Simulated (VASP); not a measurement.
Runs of VASP 6.6.1 on TePb. The structure is cubic, space group Fm-3m (No. 225). The conventional cell has a = 6.462 Å, b = 6.462 Å, c = 6.462 Å, α = 90.00°, β = 90.00°, γ = 90.00°. Around Pb (site symmetry m-3m) lie 6 Te at 3.23 Å. Te (site symmetry m-3m) is surrounded by 6 Pb at 3.23 Å. 

```tsv
level	pressure (GPa)	relaxed volume (Å³/atom)
RPBE+D3(BJ)	0.0	26.96
RPBE+D3	0.0	(a)
RPBE+D4	0.0	33.69
RPBE	0.0	36.79
```

Alike in all rows: task relaxation of cell and atoms; potentials or basis VASP PAW PBE potentials, release 64 (Pb_d, Te); no spin polarisation; cell relaxed; k mesh 7 × 7 × 7; cutoff (eV) 600; smearing fermi-dirac 0.05 eV.

Q: Estimate the missing entries.

A: (a) 35.95.

Caveats: the PAW data sets were made with another functional, which shifts forces and pressure a little; the volume moved by over 15 % at a fixed basis, so the end points are rough (some runs).
